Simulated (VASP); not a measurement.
Input of a VASP 6.6.1 run:

File INCAR:

```
SYSTEM = BaS
ALGO = Normal
EDIFF = 1E-6
ENCUT = 520
GGA = PE
ISIF = 2
ISMEAR = -1
LASPH = .True.
LCHARG = .False.
LREAL = .False.
LWAVE = .False.
NBANDS = 15
NELM = 80
PREC = Accurate
SIGMA = 0.02
```

Contents of KPOINTS:

```
k-points
0
Gamma
  8 8 8
  0 0 0
```

The input POSCAR:

```
BaS
1.0
    0.0000000000      3.2117958739      3.4038612672
    3.2117958739      0.0000000000      3.4038612672
    3.2117958739      3.2117958739      0.0000000000
Ba S
1 1
Direct
    0.0000000000      0.0000000000      0.0000000000
    0.5000000000      0.5000000000      0.5000000000
```

Potentials or basis: VASP PAW PBE potentials, release 64 (Ba_sv, S).

Launch:

```console
$ cat potpaw_PBE.64/Ba_sv/POTCAR potpaw_PBE.64/S/POTCAR > POTCAR
$ mpirun -np 1 vasp_std > vasp.out
```

(1) Predict the band gap on the k mesh.

(2) What does it give for the pressure?

## Answers

(1) 2.17 eV, indirect (least direct gap 2.34 eV).

(2) -1.3 GPa.

Caveat: spin-orbit coupling is left out, which moves the levels of the heavy elements.
